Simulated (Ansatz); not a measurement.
# W2COS MXene bilayer (AA) in a perpendicular field, part 3 of 3

Aim: how the W2COS MXene bilayer (AA) screens a field along its normal, and what the field does to its bands. A positive field points along +c.

Ansatz 0.2.0; plane-wave DFT, r2SCAN-D4, Ansatz PAW (the session's first sound run).

So far. Step 7 (Atoms held, field 0.25 V/Å): The dipole is 0.130 e·Å, 0.168 e·Å from its value without field. Step 8 (Single point, field -0.25 V/Å): The dipole is -0.206 e·Å, -0.168 e·Å from its value without field.

## (9) Response, atoms held

This step: plane-wave DFT, r2SCAN-D4, Ansatz PAW; response to a field along the normal, atoms held (Ansatz 0.2.0).

The dipoles give the slope, and the difference of two potentials shows where the field is screened.

Numbers from this step:

- equivalent conductor thickness p/(ε₀AE): 14.00 Å
- distance between the outer atoms: 12.60 Å

The dipole of the cell by applied field:

```csv
applied field (V/Å),dipole of the cell (e·Å)
-0.250,-0.206
-0.030,-0.0580
0.000,-0.0379
0.030,-0.0177
0.150,0.0630
0.250,0.130
```

Local field over the applied field, running mean. From the potentials at -0.03 and 0.03 V/Å; running mean over 2.5 Å. Local field over applied field against z:

```
z (Å)  local field over applied field
    5                           0.998
    6                           0.976
    7                           0.830
    8                           0.499
    9                           0.171
   10                          0.0420
   11                          0.0230
   12                         0.00116
   13                        -0.00168
   14                         0.00496
   15                          0.0105
   16                         0.00724
   17                         -9.8e-4
   18                        -0.00564
   19                        -0.00142
   20                          0.0336
   21                           0.167
   22                           0.471
   23                           0.797
   24                           0.971
   25                           0.998
   26                           1.000
```

Electrons, planar mean, per unit field. The induced electron density by z:

z (Å), induced electron density (e/Å³ per V/Å) and a bar from the least value:
```
      4.5    0.00000 ##############
      5.0    0.00001 ##############
      5.5    0.00003 ##############
      6.0    0.00010 ##############
      6.5    0.00032 ###############
      7.0    0.00096 ##################
      7.5    0.00231 ########################
      8.0    0.00365 ##############################
      8.5    0.00223 ########################
      9.0    0.00114 ###################
      9.5    0.00034 ###############
     10.0   -0.00100 #########
     10.5    0.00081 #################
     11.0    0.00001 ##############
     11.5    0.00021 ###############
     12.0   -0.00005 #############
     12.5   -0.00009 #############
     13.0    0.00008 ##############
     13.5    0.00002 ##############
     14.0   -0.00019 #############
     14.5   -0.00005 #############
     15.0   -0.00001 ##############
     15.5    0.00005 ##############
     16.0    0.00006 ##############
     16.5    0.00006 ##############
     17.0    0.00006 ##############
     17.5    0.00000 ##############
     18.0    0.00004 ##############
     18.5   -0.00008 #############
     19.0    0.00021 ###############
     19.5   -0.00033 ############
     20.0   -0.00017 #############
     20.5   -0.00092 #########
     21.0   -0.00021 #############
     21.5   -0.00204 ####
     22.0   -0.00296 
     22.5   -0.00301 
     23.0   -0.00126 ########
     23.5   -0.00039 ############
     24.0   -0.00011 #############
     24.5   -0.00003 #############
     25.0   -0.00001 ##############
     25.5    0.00000 ##############
     26.0    0.00000 ##############
```

By hand: between -0.03 and 0.03 V/Å the dipole changes by 0.04033 e·Å, a slope of 0.6721 e·Å²/V. A perfect conductor of thickness t has p = ε₀AEt, so t = 180.95 × 0.6721 / 8.686 = 14.00 Å (e/ε₀ = 180.95 V·Å, A in Å²).

The induced dipole is that of a conductor 14.00 Å thick.

## (10) Varying the input

This step: plane-wave DFT, r2SCAN-D4, Ansatz PAW, but for the change named below (Ansatz 0.2.0).

A run with a changed input: it repeats the earlier run at 0.03 V/Å with basis.xc_grid to 1 and hamiltonian.pseudopotentials to kind: paw, source: ansatz.

Contents of input.yaml:

```yaml
crystal:
  lattice:
    - [3.1668840717, 0.0, 0.0]
    - [-1.5834420358, 2.7426020569, 0.0]
    - [0.0, 0.0, 30.6012095887]
  atoms:
    - { symbol: S, position: [0.3333333333, 0.6666666667, 0.2941060213] }
    - { symbol: W, position: [0.6666666667, 0.3333333333, 0.3475674244] }
    - { symbol: C, position: [0.0, 0.0, 0.3838197593] }
    - { symbol: W, position: [0.3333333333, 0.6666666667, 0.4182419006] }
    - { symbol: O, position: [0.6666666667, 0.3333333333, 0.454109311] }
    - { symbol: S, position: [0.3333333333, 0.6666666667, 0.5459287288] }
    - { symbol: W, position: [0.6666666667, 0.3333333333, 0.5992595462] }
    - { symbol: C, position: [0.0, 0.0, 0.6356480714] }
    - { symbol: W, position: [0.3333333333, 0.6666666667, 0.6702116803] }
    - { symbol: O, position: [0.6666666667, 0.3333333333, 0.7058939787] }
kpoints:
  mp_grid: { grid: [18, 18, 1] }
  band_path:
    path: [[0, 0, 0], [0.5, 0, 0], [0.33333333, 0.33333333, 0], [0, 0, 0]]
    npoints: 16
hamiltonian:
  xc: r2scan
  dispersion: d4
  pseudopotentials: { kind: paw, source: ansatz }
scf:
  occupations: { method: fermi_dirac, width: 0.05 }
  convergence: { dr2_threshold: 1.0e-10 }
efield:
  axis: 3
  dipole_correction: true
  ramp_position: 0.97
  ramp_width: 0.06
  amplitude: 0.03
output:
  write_potential: true
  write_density: true
  volumetric_format: npy
basis:
  xc_grid: 1
```

The run is started by

```console
$ ansatz run input.yaml --threads 4 --pin off --max-ram 12288MiB --backend cpu --events-out ev --progress --plain --runs-dir out
```

Numbers of over 12 decimals in the logs are rounded to 6 here.

What it wrote:

```text
[...]
Crystal: 10 atoms, lattice volume = 265.787 Å³
Basis set: ecut = 1050 eV, 20663 PW (Γ)
Bands: 87, of which v1, the nominal top of the filled ones, is band 72 counted from 1 (71 counted from 0)
Symmetry: 6 space group operations
[...]
k-points: 37 of 324 (time reversal used)
[...]
SCF iter   1: F=—  HF=-75029.444074 eV  |F-HF|=—  |Δ(HF+E_count)|=         —  Δρ=9.13e-2  dr2=2.97e1  dr2_τ=7.00e0  ethr=3.10e-3  p=0.000 e·Å  D=6.58e-10 V/Å  ΔV_dip=-0.00 eV  dr2_dipole=2.17e-1  V_vac-E_F(+/−)=6.91/6.06 eV  ⟨swp⟩=8.7  Hψ=15151  notcnv=0  defer=58
[...]
SCF iter  13: F=-75022.930447 eV  HF=-75022.930447 eV  |F-HF|=1.46e-10  |Δ(HF+E_count)|=  3.64e-10  Δρ=8.63e-8  dr2=1.67e-11  dr2_τ=5.26e-12  ethr=1.00e-12  p=-0.018 e·Å  D=-1.20e-2 V/Å  ΔV_dip=0.37 eV  dr2_dipole=2.14e-12  V_vac-E_F(+/−)=6.09/4.88 eV  ⟨swp⟩=17.2  Hψ=14406  notcnv=0
SCF 1 converged in 13 iterations: F = -75022.930447 eV  dr2 = 1.67e-11
[...]
SCF converged after 13 iterations
Free energy (F): -75022.930447 eV
[...]
Internal energy: -75022.903434 eV  (E = F + TS)
E sigma→0 (E₀):  -75022.916941 eV
Entropy (-TS):   -0.027012 eV (-2.701 meV/atom)
Fermi energy:    5.939475 eV
Dipole field:    D = -0.011982 V/Å  (p = -0.017600 e·Å, saw-weighted, corrected)
Work function:   not extracted (applied field tilts the vacuum); planar V_es + V_field profile in the machine report
[...]
--- Band table (eV; the first three rows and the last of 37) ---
  k-point 0: bands = [... 68 lower, 4.5142, 4.5142, 4.5558, 4.5558, 4.8516, 4.9490, 6.7008, 6.7008, ... 11 higher]
  k-point 1: bands = [... 68 lower, 4.2486, 4.2931, 4.6203, 4.6671, 5.1117, 5.1961, 6.7399, 6.7512, ... 11 higher]
  k-point 2: bands = [... 68 lower, 3.8634, 3.9368, 4.8135, 4.8679, 5.4221, 5.5278, 6.8135, 6.8250, ... 11 higher]
  k-point 36: bands = [... 68 lower, 4.9505, 5.1240, 5.2315, 5.3045, 5.6057, 5.6598, 7.4430, 7.5928, ... 11 higher]
```

The job ended after 2.3 min (4 threads of Intel Xeon 6975P-C (Granite Rapids), shared host; peak memory 4.7 GiB).

Numbers from this step:

```yaml
energy_at_zero_smearing: -75022.9169 eV
dipole_along_the_normal: -0.01760 e·Å
```

The electronic bands at the labelled points (eV, zero at the Fermi level):

| point | band 69 | band 70 | band 71 | band 72 | band 73 | band 74 | band 75 | band 76 |
| --- | --- | --- | --- | --- | --- | --- | --- | --- |
| Γ | -1.43 | -1.43 | -1.38 | -1.38 | -1.09 | -0.99 | 0.76 | 0.76 |
| halfway | -2.90 | -2.71 | -0.70 | -0.66 | 0.13 | 0.30 | 1.01 | 1.11 |
| M | -2.69 | -2.64 | 0.41 | 0.43 | 0.68 | 0.69 | 1.58 | 1.61 |
| halfway | -1.92 | -1.83 | 0.00 | 0.03 | 0.32 | 0.35 | 1.57 | 1.66 |
| K | -0.99 | -0.82 | -0.71 | -0.64 | -0.33 | -0.28 | 1.50 | 1.65 |
| halfway | -1.99 | -1.88 | -1.47 | -1.32 | 0.76 | 0.81 | 1.43 | 1.48 |
| Γ | -1.43 | -1.43 | -1.38 | -1.38 | -1.09 | -0.99 | 0.76 | 0.76 |

```
                     quantity  this run  earlier run  difference
dipole along the normal (e·Å)  -0.01760     -0.01769      9.3e-5
```

It moves by +9.3e-05 e·Å.

Of the bands kept, 4 cross the Fermi level on this path.

## (11) Varying the input

This step: plane-wave DFT, r2SCAN-D4, Ansatz PAW (Ansatz 0.2.0).

An input spoilt on purpose, to show how the run answers: it repeats the earlier run at 0.03 V/Å with efield.ramp_width from 0.06 to 0.9, and scf.max_iter set to 75.

Changes to input.yaml since step 10:

```diff
@@ -24,3 +24,2 @@
   dispersion: d4
-  pseudopotentials: { kind: paw, source: ansatz }
 scf:
@@ -28,2 +27,3 @@
   convergence: { dr2_threshold: 1.0e-10 }
+  max_iter: 75
 efield:
@@ -32,3 +32,3 @@
   ramp_position: 0.97
-  ramp_width: 0.06
+  ramp_width: 0.9
   amplitude: 0.03
@@ -38,3 +38 @@
   volumetric_format: npy
-basis:
-  xc_grid: 1
```

What it wrote:

```text
Engine: ansatz 0.2.0, x86_64-unknown-linux-gnu
Pseudopotentials: kind: paw
Pseudopotential: S, paw, valence charge 6, recommended cutoff 500 eV (meta_gga), S.paw.azcp
Pseudopotential: W, paw, valence charge 14, recommended cutoff 500 eV (meta_gga), W.paw.azcp
Pseudopotential: C, paw, valence charge 4, recommended cutoff 500 eV (meta_gga), C.paw.azcp
Pseudopotential: O, paw, valence charge 6, recommended cutoff 500 eV (meta_gga), O.paw.azcp
Functional definition: r2SCAN
  parameter k0 = 0.174
  parameter k1 = 0.065
  parameter a1 = 4.9479
  exchange = r2scan_x(k0 = k0, k1 = k1, a1 = a1)
  correlation = r2scan_c
Crystal: 10 atoms, lattice volume = 265.787 Å³
Basis set: ecut = 500 eV, 6705 PW (Γ), exchange–correlation on 96×96×900 points (64 copies of the dense FFT grid, shifted against one another)
Bands: 54, of which v1, the nominal top of the filled ones, is band 44 counted from 1 (43 counted from 0)
Symmetry: 6 space group operations
Space group: P3m1 (ITA 156), of the structure as read, at distance tolerance 6.4e-5 Å
k-points: 37 of 324 (time reversal used)
Non-local potential: S, projectors of the file, l = 0: 2, l = 1: 2, l = 2: 2
Non-local potential: W, projectors of the file, l = 0: 3, l = 1: 2, l = 2: 2, l = 3: 1
Non-local potential: C, projectors of the file, l = 0: 2, l = 1: 2, l = 2: 1
Non-local potential: O, projectors of the file, l = 0: 2, l = 1: 2, l = 2: 1
PAW form: soft (Blöchl's): semilocal exchange-correlation on the pseudo side does not see the compensation charge
PAW frozen core: S, regenerated for the run's functional (the file was generated under x = pbe(κ = 0.804, μ = 0.219515), c = pbe(β = 0.066725))
PAW frozen core: W, regenerated for the run's functional (the file was generated under x = pbe(κ = 0.804, μ = 0.219515), c = pbe(β = 0.066725))
PAW frozen core: C, regenerated for the run's functional (the file was generated under x = pbe(κ = 0.804, μ = 0.219515), c = pbe(β = 0.066725))
PAW frozen core: O, regenerated for the run's functional (the file was generated under x = pbe(κ = 0.804, μ = 0.219515), c = pbe(β = 0.066725))
PAW one-centre angular grid: S, 302 points (default); XC on 160 Gauss nodes
PAW one-centre angular grid: W, 590 points (default); XC on 160 Gauss nodes
PAW one-centre angular grid: C, 302 points (default); XC on 239 of its mesh's 2573 points in the sphere
PAW one-centre angular grid: O, 302 points (default); XC on 160 Gauss nodes
Initial density: superposition of atomic densities (neutral atoms: chi_scale 0, normalization atom), corrected by the library's trained network
Initial wavefunctions: pseudopotential atomic-orbital guess
Functional: x = r2scan, c = r2scan; τ floored in thin density (d = 2e-4 eV/Å³)
Error: efield: ion 0 (S) at fractional coordinate 0.2941 along the field axis lies inside the sawtooth ramp with 2 of the planes that the density is read on at each end, [0.9611, 0.8789] — the ramp must sit in vacuum (an ion there feels the fictitious reversed slope); set or move the ramp (efield.ramp_position / ramp_width) or move the geometry
```

It took 0.37 s on 4 threads; peak memory 0.6 GiB.

The input was rejected at the start.

The program's message: “Error: efield: ion 0 (S) at fractional coordinate 0.2941 along the field axis lies inside the sawtooth ramp with 2 of the planes that the density is read on at each end, [0.9611, 0.8789] — the ramp mu …”

The fault put into the input: a ramp so wide that it reaches the atoms.

## (12) Outcome

- gap without field: none
- work function, upper face: 5.89 eV
- step between the vacuum levels: 0.789 eV
- equivalent conductor thickness, atoms held: 14.0 Å

In words: The induced dipole equals that of a perfect conductor 14.00 Å thick, while the outer atoms lie 12.60 Å apart. The two faces differ: the vacuum level above lies 0.79 eV higher than the one below. There is no gap over 0.03 eV, with or without the field. The main runs have no spin polarisation; a magnetic state could lie lower and would change these results. Spin-orbit coupling is left out, which matters for the bands of elements this heavy. The MXene's terminations sit over the metal atoms of its far layer; the site over carbon or nitrogen, which some compounds prefer, was not run.

[Logs are printed without paths, hosts, clocks, repeated set-up lines and the standing remarks that a program may print on its own settings, such as how far it seeks lower states.]

[Hosts, paths, dates, database ids (printed as entryN), source tags and the programs' standing remarks are cut or masked in the printed files.]

[Maps of the electrostatic potential energy from Ansatz leave out the sawtooth potential of an applied field or a dipole correction, so their vacuum need not be flat; planar profiles and work functions include it.]
